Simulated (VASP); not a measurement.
# Pt (Fmmm) in VASP: notebook, part 2 of 2

VASP 6.6.1.

## Step 4: Single point, PBEsol

This run uses another cell than the first one, of 16.59 Å³/atom, 1.106 times its volume.

The input, INCAR:

```
  ALGO = Normal
  EDIFF = 1E-7
  ENCUT = 520
  GGA = PS
  ISIF = 2
  ISMEAR = 0
  LASPH = True
  LCHARG = True
  LELF = True
  LREAL = False
  LVHAR = True
  LWAVE = False
  NBANDS = 28
  NELM = 100
  PREC = Accurate
  SIGMA = 0.1
```

The input, KPOINTS:

```
k-points
0
Gamma
  6 6 4
```

The input, POSCAR:

```
Pt
1.0
    2.6505953947     -1.7518407881      0.0000000000
    2.6505953947      1.7518407881      0.0000000000
    0.0000000000      0.0000000000      7.1461951648
Pt
4
Direct
    0.8500000000      0.1500000000      0.1170000000
    0.6500000000      0.3500000000      0.6170000000
    0.1500000000      0.8500000000      0.8830000000
    0.3500000000      0.6500000000      0.3830000000
```

The run is started by

```sh
> cat potpaw_PBE.64/Pt/POTCAR > POTCAR
> mpirun -np 1 vasp_std > vasp.out
```

Wall time 20 s (1 thread of Intel Xeon 6975P-C (Granite Rapids), shared host); peak memory 0.2 GiB.

The run converged. Its results:

- Free energy: -17.9991 eV
- Pressure: 50.8 GPa
- Largest force: 17.608 eV/Å
- Band gap on the k mesh: none (metal or under the smearing width)

Forces on the atoms (eV/Å):
```
Pt    0.000   9.709  14.689
Pt    0.000  -9.709  14.689
Pt    0.000  -9.709 -14.689
Pt    0.000   9.709 -14.689
```

Stress tensor (GPa, compression positive):
```
-20.41   0.00   0.00
  0.00  47.58   0.00
  0.00   0.00 125.15
```

Levels at points of the mesh, in eV from the Fermi level:
```tsv
k point	band 16	band 17	band 18	band 19	band 20	band 21	band 22	band 23	band 24	band 25
(0.00, 0.00, 0.00)	-2.37	-1.98	-1.74	-1.19	-0.58	-0.45	1.15	2.50	4.66	10.74
(0.50, 0.00, 0.00)	-1.27	-0.60	-0.60	-0.14	-0.14	0.17	0.17	1.03	1.03	5.41
(0.50, 0.50, 0.00)	-1.33	-0.56	-0.54	0.66	1.21	1.39	1.98	2.33	2.99	4.77
(0.00, 0.00, 0.50)	-2.05	-0.67	-0.67	-0.54	-0.54	-0.46	-0.46	1.98	1.98	11.59
(0.50, 0.00, 0.50)	-1.60	-1.04	-1.04	-0.54	-0.54	-0.39	-0.39	0.89	0.89	6.77
(0.50, 0.50, 0.50)	-0.90	-0.90	-0.90	0.48	0.48	1.56	1.56	2.59	2.59	5.90
```

Caveat: a pressure of tens of GPa on the cell as given is suspect, and the run, the potentials or the cell itself is likely at fault; the PAW data sets were made with another functional, which shifts forces and pressure a little.

## Step 5: Single point, PBEsol

This run uses another cell than the first one: it holds 3 atoms, not 4.

The input, INCAR:

```
SYSTEM = Pt
PREC = Accurate
ENCUT = 520
EDIFF = 1E-7
ISMEAR = 0
SIGMA = 0.1
LREAL = .False.
LASPH = .True.
NELM = 100
ALGO = Normal
ISIF = 2
LWAVE = .False.
LCHARG = .False.
GGA = PS
NBANDS = 22
```

The input, KPOINTS:

```
Automatic mesh
0
Gamma
  6 6 4
  0 0 0
```

The input, POSCAR:

```
Pt
1.0
    3.8981760673      0.0000000000      0.0000000000
   -1.9490880337      3.3759195027      0.0000000000
    0.0000000000      0.0000000000      3.8878847987
Pt
3
Direct
    0.3332050059      0.0000000000      0.3333333333
    0.0000000000      0.3332050059      0.6666666667
    0.6667949941      0.6667949941      0.0000000000
```

The run is started by

```sh
> cat potpaw_PBE.64/Pt/POTCAR > POTCAR
> mpirun -np 1 vasp_std > vasp.out
```

Wall time 21 s (1 thread of Intel Xeon Platinum 8559C (Emerald Rapids), shared host); peak memory 0.16 GiB.

The run converged. Its results:

| Property | Result |
| --- | --- |
| Free energy | -19.3041 eV |
| Pressure | -0.4 GPa |
| Largest force | 0.005 eV/Å |
| Band gap on the k mesh | none (metal or under the smearing width) |

Forces in eV/Å, atoms in the order of the input:
```
Pt   0.005  0.000  0.000
Pt  -0.003  0.005  0.000
Pt  -0.003 -0.005  0.000
```

Stress tensor (GPa, compression positive):
```
-0.51  0.00  0.00
 0.00 -0.51  0.00
 0.00  0.00 -0.30
```

Levels at points of the mesh, in eV from the Fermi level:
```
           k point  band 12  band 13  band 14  band 15  band 16  band 17  band 18  band 19
(0.00, 0.00, 0.00)    -1.01    -1.01    -0.02     0.29     0.29     4.95     4.95    11.14
(0.50, 0.00, 0.00)    -1.00    -0.75    -0.75    -0.31    -0.31     2.03     3.06     6.41
(0.00, 0.00, 0.50)    -0.49    -0.49    -0.42    -0.42     2.10     2.10     8.88     8.88
(0.50, 0.00, 0.50)    -1.40    -1.14    -1.14    -0.64     0.42     1.24     1.24     4.87
```

Caveat: the k mesh is coarse (spacing up to 0.40 Å⁻¹), so the values aren't converged; the PAW data sets were made with another functional, which shifts forces and pressure a little.

## Step 6: Relaxation of cell and atoms, PBEsol

This run uses another cell than the first one: it holds 3 atoms, not 4.

The input, INCAR:

```
ALGO = Fast
EDIFF = 1E-7
EDIFFG = -0.04
ENCUT = 600
GGA = PS
IBRION = 2
ISIF = 3
ISMEAR = 0
LASPH = True
LCHARG = False
LREAL = False
LWAVE = False
NELM = 100
NSW = 90
PREC = Accurate
SIGMA = 0.1
```

The input, KPOINTS:

```
k-points
0
Gamma
  6 6 4
```

The input, POSCAR:

```
Pt
1.0
    3.6656485145      0.0000000000      0.0000000000
   -1.8328242573      3.1745447349      0.0000000000
    0.0000000000      0.0000000000      4.1588009468
Pt
3
Direct
    0.2254000000      0.0000000000      0.3333333333
    0.0000000000      0.2254000000      0.6666666667
    0.7746000000      0.7746000000      0.0000000000
```

Potentials or basis: VASP PAW PBE potentials, release 64 (Pt).

The run is started by

```sh
> cat potpaw_PBE.64/Pt/POTCAR > POTCAR
> mpirun -np 1 vasp_std > vasp.out
```

Wall time 9.6 min (1 thread of Intel Xeon Platinum 8559C (Emerald Rapids), shared host); peak memory 0.19 GiB.

The run converged. Its results:

```
Free energy                            : -19.3049 eV
Relaxed volume                         : 17.30 Å³/atom
Relaxed cell                           : a = 3.680 Å, b = 3.680 Å, c = 4.425 Å, α = 90.00°, β = 90.00°, γ = 120.00°
Space group after relaxing (to 0.05 Å) : R-3m (No. 166)
Energy gained by relaxing              : 3390.7 meV/atom
Ionic steps                            : 16
Pressure after relaxing                : -0.1 GPa
Band gap on the k mesh                 : none (metal or under the smearing width)
```

Forces on the atoms (eV/Å):
```
Pt  -0.002  0.000  0.000
Pt   0.001 -0.002  0.000
Pt   0.001  0.002  0.000
```

Stress tensor (GPa, compression positive):
```
-0.31  0.00  0.00
 0.00 -0.31  0.00
 0.00  0.00  0.34
```

The path:
```
step  energy change (eV)  largest force (eV/Å)  pressure (GPa)  volume (Å³)
   1              0.0000               22.6337          115.80        48.39
   2             26.9030                0.0069           -5.59       178.62
   3              3.2600                0.0687          -11.25       167.82
   4              1.4056                0.1339          -12.66       144.84
   5             -4.8614                0.5951          -25.87        88.51
   6             -8.5000                0.0471          -27.39        66.59
   7             -9.8034                0.6783          -14.46        57.05
   8             -9.7856                2.2120            0.97        53.13
   9             -9.8713                1.1736           -8.84        55.32
  10             -9.8724                1.2919           -7.64        55.01
  11            -10.0360                0.9348           11.34        49.78
  12            -10.0600                1.0766            5.40        51.05
  13            -10.1712                0.0116            0.95        51.66
  14            -10.1712                0.0248            0.91        51.67
  15            -10.1707                0.0261           -1.37        52.21
  16            -10.1720                0.0023           -0.09        51.90
```

Final structure:
```xyz
3
Lattice="3.6804 0.0000 0.0000 -1.8402 3.1873 0.0000 0.0000 0.0000 4.4246" Properties=species:S:1:pos:R:3 pbc="T T T"
Pt   -0.6132    3.1873    1.4749
Pt    3.0669    1.0626    2.9497
Pt    1.2267    2.1247    0.0000
```

Levels at points of the mesh, in eV from the Fermi level:
| k point | band 12 | band 13 | band 14 | band 15 | band 16 | band 17 | band 18 | band 19 |
| --- | --- | --- | --- | --- | --- | --- | --- | --- |
| (0.00, 0.00, 0.00) | -0.98 | -0.98 | 0.29 | 0.31 | 0.31 | 2.59 | 2.59 | 12.14 |
| (0.50, 0.00, 0.00) | -1.55 | -0.89 | -0.89 | -0.55 | -0.55 | 2.00 | 4.23 | 4.52 |
| (0.00, 0.00, 0.50) | -0.97 | -0.97 | -0.97 | -0.97 | 2.15 | 2.15 | 9.67 | 10.51 |
| (0.50, 0.00, 0.50) | -1.99 | -1.13 | -1.13 | -0.80 | 0.53 | 0.66 | 0.66 | 4.62 |

Caveat: the k mesh is coarse (spacing up to 0.38 Å⁻¹), so the values aren't converged; the PAW data sets were made with another functional, which shifts forces and pressure a little.

## Step 7: Overview

| task | cell | cutoff (eV) | mesh quality | gap on the mesh (eV) | pressure (GPa) | relaxed volume (Å³/atom) | largest force (eV/Å) |
| --- | --- | --- | --- | --- | --- | --- | --- |
| single point | Fmmm, 15.0 Å³/atom | 520 | coarse | none | -0.4 | - | - |
| relaxation of cell and atoms | relaxed | 600 | not flagged | none | 0.0 | 15.18 | 0.02 |
| single point | Cmce, 16.59 Å³/atom | 520 | not flagged | none | 50.8 | - | 17.61 |
| single point | P3_121, 17.05 Å³/atom | 520 | coarse | none | -0.4 | - | 0.01 |
| relaxation of cell and atoms | relaxed | 600 | coarse | none | -0.1 | 17.30 | - |

Alike in all rows: level PBEsol; potentials or basis VASP PAW PBE potentials, release 64 (Pt); no spin polarisation; k mesh 6 × 6 × 4; smearing gaussian 0.1 eV.

Caveats: some runs use coarse meshes; the PAW data sets were made with another functional, which shifts forces and pressure a little; a pressure of tens of GPa on the cell as given is suspect, and the run, the potentials or the cell itself is likely at fault (some runs).

Total energies depend on the potentials used, so only differences within one code and one set of settings carry meaning.
